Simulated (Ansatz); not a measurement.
Convergence of SiO₂ with the plane-wave cutoff

Level of theory: DFT PBEsol, scalar-relativistic, plane waves, PAW in Ansatz.

```
CELL_PARAMETERS angstrom
-2.37405 2.37405 3.74400
2.37405 -2.37405 3.74400
2.37405 2.37405 -3.74400
ATOMIC_POSITIONS crystal
Si 0.00000 0.00000 0.00000
Si 0.75000 0.25000 0.50000
O 0.99838 0.62500 0.87338
O 0.37500 0.24838 0.37338
O 0.75162 0.12500 0.12662
O 0.87500 0.00162 0.62662
```

| Item | Value |
| --- | --- |
| Γ-centred k-mesh | 8×8×8 |
| occupation rule | Gaussian smearing, 0.02 eV |
| spin treatment | unpolarised |
| valence charge of the PAW sets | Si 4, O 6 |

The atoms are held and the plane-wave cutoff is swept. Energies are extrapolated to zero smearing and count from the reference run, 850 eV. The cell isn't necessarily relaxed at this level. Pressure is positive in compression and holds a correction for the finite cutoff (Pulay stress).

Times are rough; the reference took 23 s on 1 thread of Arm Neoverse V1, with other jobs on the host, peak memory 0.53 GiB.

Problem. One run gave ΔE = 1274 meV/atom and P = 3.72 GPa. Which plane-wave cutoff did it use, of 150, 200, 250, 300, 350, 380, 420, 460, 520, 600, 700?

Solution. 250 eV. All runs:

| cutoff (eV) | ΔE (meV/atom) | P (GPa) | largest change of a force component (eV/Å) | gap on mesh (eV) | plane waves at Γ | wall time (s) |
| --- | --- | --- | --- | --- | --- | --- |
| 150 | 13216 | -15.18 | 0.719 | 4.306 | 355 | 3.8 |
| 200 | 4590 | 5.76 | 0.422 | 5.374 | 557 | 4.7 |
| 250 | 1274 | 3.72 | 0.286 | 5.830 | 765 | 7.4 |
| 300 | 315 | 1.03 | 0.001 | 5.920 | 991 | 7 |
| 350 | 65.4 | 1.04 | 0.003 | 5.966 | 1267 | 9.1 |
| 380 | 22.4 | 1.07 | 0.001 | 5.970 | 1419 | 11 |
| 420 | 4.64 | 1.08 | 0.001 | 5.974 | 1637 | 15 |
| 460 | 1.30 | 1.09 | 0.001 | 5.975 | 1905 | 12 |
| 520 | 0.92 | 1.09 | 0.001 | 5.975 | 2317 | 14 |
| 600 | 0.49 | 1.08 | 0.001 | 5.975 | 2823 | 22 |
| 700 | 0.27 | 1.08 | 0.000 | 5.975 | 3537 | 19 |
| 850 | 0.00 | 1.08 | 0.000 | 5.975 | 4681 | 23 |

This form isn't the usual stable structure of the compound.